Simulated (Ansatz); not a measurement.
**CdS in Ansatz: the effect of functional**

Crystal: CdS.

```
Cd S
1.0
     0.00000    2.75324    2.75324
     2.75324    0.00000    2.75324
     2.75324    2.75324    0.00000
Cd S
1 1
Direct
  0.00000 0.00000 0.00000
  0.50000 0.50000 0.50000
```

Measurements of this composition are mostly on another form, of space group No. 186.

Alike in all runs:

- Program: Ansatz 0.2.0
- Task: single point
- Potentials or basis: all-electron PAW datasets made for the crystal
- k mesh: 4 × 4 × 4
- Occupations: fermi-dirac, width 0.05 eV
- Spin: no spin polarisation

```tsv
functional	cutoff	pressure (GPa)
PBE	260 eV (chosen from the basis error)	?
HSE06	290 eV (chosen from the basis error)	-1.9
PBE0	290 eV (chosen from the basis error)	-2.0
```

Problem. What does the run with functional PBE give?

Solution. Pressure -0.1 GPa.

Caveats: all runs use coarse meshes.

The runs don't all hold the same shells in valence.
